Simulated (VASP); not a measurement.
## Zr2B3: single point with PBE

Zr2B3:

```
CELL_PARAMETERS angstrom
2.64480 1.52697 6.06673
-2.64480 1.52697 6.06673
0.00000 -3.05395 6.06673
ATOMIC_POSITIONS crystal
Zr 0.62441 0.62441 0.62441
Zr 0.87559 0.87559 0.87559
Zr 0.37559 0.37559 0.37559
Zr 0.12441 0.12441 0.12441
B 0.75000 0.93379 0.56621
B 0.93379 0.56621 0.75000
B 0.25000 0.06621 0.43379
B 0.06621 0.43379 0.25000
B 0.43379 0.25000 0.06621
B 0.56621 0.75000 0.93379
```

The cell was built by a generator and needn't be a form met in nature.

| Property | Result |
| --- | --- |
| Program | VASP 6.6.1 |
| Task | single point |
| Functional | PBE |
| Potentials or basis | VASP PAW PBE potentials, release 64 (Zr_sv, B) |
| Cutoff | 520 eV |
| k mesh | 9 × 9 × 9 |
| Occupations | gaussian, width 0.1 eV |
| Spin | no spin polarisation |
| Dipole correction | no |
| Further INCAR settings | ALGO = Fast; EDIFF = 1e-07; NBANDS = 44 |

```yaml
Pressure: 0.1 GPa
Largest_force: 0.014 eV/Å
Band_gap_on_the_k_mesh: none (metal or under the smearing width)
```

Forces on the atoms (eV/Å):
```
Zr   0.000  0.000 -0.008
Zr   0.000  0.000  0.008
Zr   0.000  0.000  0.008
Zr   0.000  0.000 -0.008
B   -0.007  0.012  0.000
B    0.014  0.000  0.000
B    0.007 -0.012  0.000
B   -0.014  0.000  0.000
B    0.007  0.012  0.000
B   -0.007 -0.012  0.000
```

Levels at points of the mesh, in eV from the Fermi level:
| k point | band 29 | band 30 | band 31 | band 32 | band 33 | band 34 | band 35 | band 36 | band 37 | band 38 |
| --- | --- | --- | --- | --- | --- | --- | --- | --- | --- | --- |
| (0.00, 0.00, 0.00) | -1.53 | -1.53 | -0.14 | -0.14 | 0.17 | 0.49 | 0.49 | 1.88 | 1.88 | 3.11 |

It took 26 min on 1 thread of Intel(R) Xeon(R) 6975P-C (Granite Rapids) (shared host), peak memory 0.63 GiB.
